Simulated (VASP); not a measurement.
Here is a VASP 6.6.1 calculation.

INCAR

```
SYSTEM = CsPbCl3
ALGO = Normal
EDIFF = 1E-6
ENCUT = 520
GGA = PE
ISIF = 2
ISMEAR = -1
LASPH = .True.
LCHARG = .False.
LREAL = .False.
LWAVE = .False.
NBANDS = 30
NELM = 100
PREC = Accurate
SIGMA = 0.05
```

File KPOINTS:

```
k-points
0
Gamma
  5 5 5
  0 0 0
```

The input POSCAR:

```
CsPbCl3
1.0
    5.6050000000      0.0000000000      0.0000000000
    0.0000000000      5.6050000000      0.0000000000
    0.0000000000      0.0000000000      5.6050000000
Pb Cs Cl
1 1 3
Direct
    0.5000000000      0.5000000000      0.5000000000
    0.0000000000      0.0000000000      0.0000000000
    0.5000000000      0.0000000000      0.5000000000
    0.0000000000      0.5000000000      0.5000000000
    0.5000000000      0.5000000000      0.0000000000
```

Potentials or basis: VASP PAW PBE potentials, release 64 (Pb_d, Cs_sv, Cl).

Command:

```bash
$ cat potpaw_PBE.64/Pb_d/POTCAR potpaw_PBE.64/Cs_sv/POTCAR potpaw_PBE.64/Cl/POTCAR > POTCAR
$ mpirun -np 1 vasp_std > vasp.out
```

**Question.** Predict the band gap on the k mesh.

**Answer.** 2.96 eV, direct.

**Question.** Predict the pressure.

**Answer.** 1.7 GPa.

Caveat: spin-orbit coupling is left out, which as a rule narrows the gap of such compounds by several tenths of an eV; an odd mesh through Γ misses points on the zone boundary, where band edges often lie.
